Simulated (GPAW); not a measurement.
A run of GPAW 26.7.0 is set up as follows.

File run.py:

```python
from ase.dft.bandgap import bandgap
from ase.io import read, write
from ase.units import GPa
from gpaw import GPAW, PW

atoms = read('POSCAR')

calc = GPAW(mode=PW(600),
            xc='PBE',
            kpts={'size': (8, 8, 8), 'gamma': True},
            occupations={'name': 'methfessel-paxton', 'order': 0, 'width': 0.024},
            nbands=19,
            convergence={'density': 1e-05, 'energy': 1e-05},
            maxiter=150,
            txt='gpaw.txt')
atoms.calc = calc
energy = atoms.get_potential_energy()
forces = atoms.get_forces()
stress = atoms.get_stress()
calc.write('gs.gpw')
write('result.traj', atoms)
print(f'Energy: {energy:.6f} eV')
print('Forces (eV/A):')
print(forces.round(4))
print('Stress (GPa):', (stress / GPa).round(3))
print('Fermi level:', round(calc.get_fermi_level(), 4), 'eV')
print(f'Gap: {bandgap(calc)[0]:.4f} eV, direct: {bandgap(calc, direct=True)[0]:.4f} eV')
```

Contents of POSCAR:

```
PbSe
1.0
    0.0000000000      3.0606500000      3.0606500000
    3.0606500000      0.0000000000      3.0606500000
    3.0606500000      3.0606500000      0.0000000000
Pb Se
1 1
Direct
    0.0000000000      0.0000000000      0.0000000000
    0.5000000000      0.5000000000      0.5000000000
```

Potentials or basis: GPAW PAW data sets (gpaw-data 1.2.1), pw.

Command:

```sh
$ OMP_NUM_THREADS=1 python run.py
```

(1) Predict the band gap on the k mesh.

(2) Estimate the pressure.

## Answers

(1) 0.24 eV, direct.

(2) 2.2 GPa.

Caveat: spin-orbit coupling is left out, which as a rule narrows the gap of such compounds by several tenths of an eV.

**The experiment to reproduce.**

From a printed reference work, monograph, for a bulk crystal of PbSe at 300 K: band gap 0.28 eV (direct).

Measured gap of PbSe: 0.28 eV (direct; 300 K; a printed reference work, monograph). This calculation gives 0.24 eV (-0.04 eV). 2 values of this kind are on record (0.15 to 0.28 eV); this one was drawn at random. Spin-orbit coupling on Pb, Se is left out. The value is that of PBE on a finite k mesh, which can miss the band edges, without temperature or zero-point motion. Semilocal functionals fall short of measured gaps as a rule.
